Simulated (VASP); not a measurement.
# TaSi2: phonons with PBEsol

The system is TaSi2.

```xyz
9
Lattice="4.7800 0.0000 0.0000 -2.3900 4.1396 0.0000 0.0000 0.0000 6.5640" Properties=species:S:1:pos:R:3 pbc="T T T"
Ta   -1.1950    2.0698    1.0940
Ta    1.1950    2.0698    5.4700
Ta    2.3900    0.0000    3.2820
Si    1.1949    0.6899    1.0940
Si   -1.1951    3.4497    5.4700
Si    2.3900    2.7599    3.2820
Si    1.1951    3.4497    1.0940
Si    3.5851    0.6899    5.4700
Si    0.0000    1.3797    3.2820
```

```yaml
Program: VASP 6.6.1
Task: phonons
Functional: PBEsol
Potentials_or_basis: VASP PAW PBE potentials, release 64 (Ta_pv, Si)
Cutoff: 600 eV
k_mesh: 5 × 5 × 3
Occupations: gaussian, width 0.02 eV
Spin: no spin polarisation
Further_INCAR_settings: ALGO = Normal; EDIFF = 1e-08; IBRION = 6; POTIM = 0.015; NSW = 1
```

```json
{
  "Relaxed volume": "14.34 Å³/atom",
  "Relaxed cell": "a = 4.776 Å, b = 4.776 Å, c = 6.532 Å, α = 90.00°, β = 90.00°, γ = 120.00°",
  "Space group after relaxing (to 0.05 Å)": "P6_222 (No. 180)",
  "Highest phonon frequency at Γ, LO-TO splitting left out": "410 cm⁻¹"
}
```

The path:
| step | energy change (eV) | largest force (eV/Å) | pressure (GPa) | volume (Å³) |
| --- | --- | --- | --- | --- |
| 1 | 0.0000 | 0.7558 | -0.92 | 129.88 |
| 2 | -0.1230 | 0.2641 | 0.76 | 128.32 |
| 3 | -0.1277 | 0.1397 | 1.21 | 127.97 |
| 4 | -0.1451 | 0.0644 | -1.40 | 129.79 |
| 5 | -0.1459 | 0.0341 | -2.05 | 130.26 |
| 6 | -0.1533 | 0.0244 | -2.08 | 130.36 |
| 7 | -0.1542 | 0.0586 | -2.08 | 130.41 |
| 8 | -0.1608 | 0.0476 | -1.16 | 129.80 |
| 9 | -0.1638 | 0.0340 | -0.03 | 129.06 |
| 10 | -0.1639 | 0.0331 | 0.04 | 129.01 |
| 11 | -0.1639 | 0.0277 | 0.03 | 129.02 |
| 12 | -0.1641 | 0.0113 | 0.01 | 129.03 |
| 13 | -0.1640 | 0.0213 | -0.03 | 129.07 |
| 14 | -0.1641 | 0.0014 | 0.00 | 129.04 |
| 15 | -0.1641 | 0.0006 | -0.01 | 129.04 |

Final structure:
```
Ta Si
1.0
     4.77633    0.00000    0.00000
    -2.38816    4.13642    0.00000
     0.00000    0.00000    6.53155
Ta Si
3 6
Direct
  0.00000 0.50000 0.16667
  0.50000 0.50000 0.83333
  0.50000 0.00000 0.50000
  0.31737 0.15869 0.16667
  0.15869 0.84131 0.83333
  0.84131 0.68263 0.50000
  0.68263 0.84131 0.16667
  0.84131 0.15869 0.83333
  0.15869 0.31737 0.50000
```

Phonon frequencies in cm⁻¹ (negative: imaginary):
```csv
q point,frequencies
"(0.000, 0.000, 0.000)",0 0 0 70 147 147 155 155 170 227 227 233 248 266 266 302 302 302 353 353 364 364 378 380 389 410 410
```

It took 25 min on 1 thread of Intel(R) Xeon(R) Platinum 8559C (Emerald Rapids), with other jobs on the host, peak memory 0.48 GiB.

Caveat: the PAW data sets were made with another functional, which shifts forces and pressure a little. The run has no spin-orbit coupling, so splittings on Ta are missing.
